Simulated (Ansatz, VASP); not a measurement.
# One calculation of Bi, two programs

Contents of POSCAR:

```
Bi
1.0
    0.0000000000      2.6003226765      2.6003226765
    2.6003226765      0.0000000000      2.6003226765
    2.6003226765      2.6003226765      0.0000000000
Bi
1
Direct
    0.0000000000      0.0000000000      0.0000000000
```

Contents of INCAR.step1:

```
ALGO = Normal ; EDIFF = 1E-4
ENCUT = 520 ; GGA = PE
ISMEAR = -1 ; LASPH = T
LCHARG = F ; LREAL = F
LWAVE = T ; NBANDS = 14
NELM = 100 ; PREC = Accurate
SIGMA = 0.1
```

Contents of INCAR.step2:

```
ALGO = Normal ; EDIFF = 1E-6
ENCUT = 520 ; ISIF = 2
ISMEAR = -1 ; ISTART = 1
LASPH = T ; LCHARG = T
LELF = T ; LMIXTAU = T
LREAL = F ; LVHAR = T
LWAVE = F ; METAGGA = R2SCAN
NBANDS = 14 ; NELM = 100
PREC = Accurate ; SIGMA = 0.1
```

The input KPOINTS:

```
k-points
0
Gamma
  12 12 12
```

Input for Ansatz:

```yaml
crystal:
  lattice:
    - [0.0, 2.6003226765, 2.6003226765]
    - [2.6003226765, 0.0, 2.6003226765]
    - [2.6003226765, 2.6003226765, 0.0]
  atoms:
    - { symbol: Bi, position: [0.0, 0.0, 0.0] }
hamiltonian:
  xc: r2scan
  pseudopotentials:
    kind: paw
    azcp:
      Bi: "pseudopotentials/Bi.paw.azcp"
basis:
  ecutwfc: 500
  fft_grid_basis: typed
kpoints:
  mp_grid: { grid: [12, 12, 12], shift: [0, 0, 0] }
magnetization:
  spin_polarized: false
scf:
  occupations: { method: fermi_dirac, width: 0.1 }
  lower_state_search: "off"
output:
  stress: true
```

Alike in both runs: task single point; functional r2SCAN; k mesh 12 × 12 × 12; occupations fermi-dirac, width 0.1 eV; no spin polarisation.

|  | VASP | Ansatz |
| --- | --- | --- |
| version | VASP 6.6.1 | Ansatz 0.2.0 |
| potentials or method | VASP PAW PBE potentials, release 64 (Bi_d) | plane waves (500 eV) with PAW, scalar-relativistic |
| plane-wave cutoff (eV) | 520 | 500 |
| valence electrons in the cell | 15 | 15 |

|  | VASP | Ansatz | Ansatz less VASP |
| --- | --- | --- | --- |
| pressure (GPa) | -5.0 | -4.9 | +0.05 |

Caveats: the PAW data sets were made with another functional, which shifts forces and pressure a little (VASP).
